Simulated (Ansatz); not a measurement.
# ZnSe: the cost of one run

All numbers below are computed with Ansatz 0.2.0 (DFT PBEsol, scalar-relativistic, plane waves, PAW).

4 further runs of the same task are left out: 4 set aside as unsound or not needed. Runs told in other sessions of the task aren't counted.

## (1) The structure to begin with

The cell holds 32 atoms (OSe15Zn16): a = 9.757 Å, b = 9.757 Å, c = 9.757 Å, α = 109.47°, β = 109.47°, γ = 109.47°.

The coordinates of this cell stand in the input of its own run.

The host was relaxed before at PBEsol: a = 5.633 Å, b = 5.633 Å, c = 5.633 Å, α = 90.00°, β = 90.00°, γ = 90.00° (conventional cell), 22.345 Å³/atom.

Places, in fractions of the supercell: O in place of Se at (0.250, 0.000, 0.000). The start keeps the symmetry of the ideal site.

## (2) Band edges of the host over the zone

File input.yaml:

```yaml
crystal:
  lattice:
    - [0.0, 2.8166236756, 2.8166236756]
    - [2.8166236756, 0.0, 2.8166236756]
    - [2.8166236756, 2.8166236756, 0.0]
  atoms:
    - { symbol: Zn, position: [0.0, 0.0, 0.0] }
    - { symbol: Se, position: [0.75, 0.75, 0.75] }
basis:
  ecutwfc: 420
  xc_grid: 2
kpoints:
  mp_grid: { grid: [8, 8, 8] }
  band_path: { path: [VBM, CBM], npoints: 2 }
hamiltonian:
  xc: pbesol
scf:
  occupations: { method: gaussian, width: 0.02 }
output:
  forces: true
  stress: true
  eigenvalues: true
```

The run is started by

```
$ ansatz run input.yaml --threads 8 --pin off --max-ram 16384MiB --backend cpu --events-out ev --progress --plain --runs-dir out
```

Q: Estimate wall time and peak memory on 8 threads of Arm Neoverse V1, shared host.

About 1.3 s, with a peak of 0.38 GiB.
